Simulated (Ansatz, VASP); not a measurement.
# One calculation of TiTe2, two programs

```
Ti Te
1.0
     3.77700    0.00000    0.00000
    -1.88850    3.27098    0.00000
     0.00000    0.00000    6.49800
Ti Te
1 2
Direct
  0.00000 0.00000 0.00000
  0.66667 0.33333 0.26280
  0.33333 0.66667 0.73720
```

Alike in both runs: task single point; functional PBE; dispersion D3(BJ); k mesh 18 × 18 × 8; occupations gaussian, width 0.15 eV; no spin polarisation.

|  | VASP | Ansatz |
| --- | --- | --- |
| version | VASP 6.6.1 | Ansatz 0.2.0 |
| potentials or method | VASP PAW PBE potentials, release 64 (Ti_sv, Te) | scalar-relativistic, plane waves, PAW |
| plane-wave cutoff (eV) | 520 | 420 |
| valence electrons in the cell | 24 | 44 |

```tsv
	VASP	Ansatz	Ansatz less VASP
gap on the k mesh at the Fermi level (eV)	none	none	-
pressure (GPa)	-2.0	-2.0	+0.01
largest component of the traceless stress (GPa)	0.64	0.64	-0.005
rms of the force components (eV/Å)	0.021	0.016	-0.0046
```

Atom by atom the forces differ by 0.005 eV/Å (rms over components). A gap of «none» marks a metal or a gap that the smearing closes. The two sets of potentials don't hold the same shells in valence.

Spin-orbit coupling is left out, which matters for the levels of Te.
